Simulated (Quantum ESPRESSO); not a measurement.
Co:

```
Co
1.0
     2.47056    0.00000    0.00000
    -1.23528    2.13957    0.00000
     0.00000    0.00000    8.08823
Co
4
Direct
  0.66667 0.33333 0.75000
  0.00000 0.00000 0.50000
  0.33333 0.66667 0.25000
  0.00000 0.00000 0.00000
```

Base run:

| Quantity | Value |
| --- | --- |
| Program | Quantum ESPRESSO 7.5 |
| Functional | PBE |
| Potentials or basis | SSSP 1.3 efficiency PBE |
| Cutoff | 748 eV |
| Density cutoff | 5987 eV |
| k mesh | 12 × 12 × 4 |
| Occupations | fermi-dirac, width 0.05 eV |
| Spin | collinear spin, ferromagnetic start |
| Starting moments | [2.0, 2.0, 2.0, 2.0] μB |

Its results: band gap on the k mesh none (metal or under the smearing width); net moment 6.74 μB per cell; site moments Co +1.77, +1.75 μB.

Q: The run is repeated on the same cell with these changes: potentials or basis from SSSP 1.3 efficiency PBE to JTH 2.0 PBE; cutoff from 748 eV to 490 eV; density cutoff from 5987 eV to 2939 eV; k mesh from 12 × 12 × 4 to 9 × 9 × 3. What comes out?

A: Band gap on the k mesh none (metal or under the smearing width); net moment 6.25 μB per cell; site moments Co +1.65, +1.62 μB.

Caveats: the Wannier minimisation didn't converge (some runs).

Not every run made on this cell is shown here.
